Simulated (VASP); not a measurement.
Wanted: the native input for a VASP 6.6.1 run.

```
Task                   : single point
Functional             : BLYP
Potentials or basis    : VASP PAW PBE potentials, release 64 (C)
Cutoff                 : 520 eV
k mesh                 : 19 × 19 × 19
Occupations            : fermi-dirac, width 0.1 eV
Spin                   : no spin polarisation
Dipole correction      : no
Further INCAR settings : ALGO = Normal; EDIFF = 1e-07; NBANDS = 8
```

The structure of C lies in POSCAR:

```
C
1.0
    0.0000000000      1.6636623390      1.6636623390
    1.6636623390      0.0000000000      1.6636623390
    1.6636623390      1.6636623390      0.0000000000
C
1
Direct
    0.0000000000      0.0000000000      0.0000000000
```

This isn't the form of C at room conditions, which is graphite.

The input as run:

INCAR

```
SYSTEM = C
PREC = Accurate
ENCUT = 520
EDIFF = 1E-7
ISMEAR = -1
SIGMA = 0.1
LREAL = .False.
LASPH = .True.
NELM = 60
ALGO = Normal
ISIF = 2
LWAVE = .False.
LCHARG = .False.
GGA = B5
ALDAX = 1.0
AGGAX = 1.0
AGGAC = 1.0
ALDAC = 0.0
NBANDS = 8
```

KPOINTS

```
Automatic mesh
0
Gamma
  19 19 19
  0 0 0
```

Potentials or basis: VASP PAW PBE potentials, release 64 (C).

Launch:

```bash
$ cat potpaw_PBE.64/C/POTCAR > POTCAR
$ mpirun -np 1 vasp_std > vasp.out
```

Results of the run:

```json
{"Pressure": "-11.0 GPa", "Band gap on the k mesh": "none (metal or under the smearing width)"}
```

Caveat: the PAW data sets were made with another functional, which shifts forces and pressure a little.

Run time: 6.6 s on 1 thread of Intel(R) Xeon(R) 6975P-C (Granite Rapids) (shared host), peak memory 0.12 GiB.
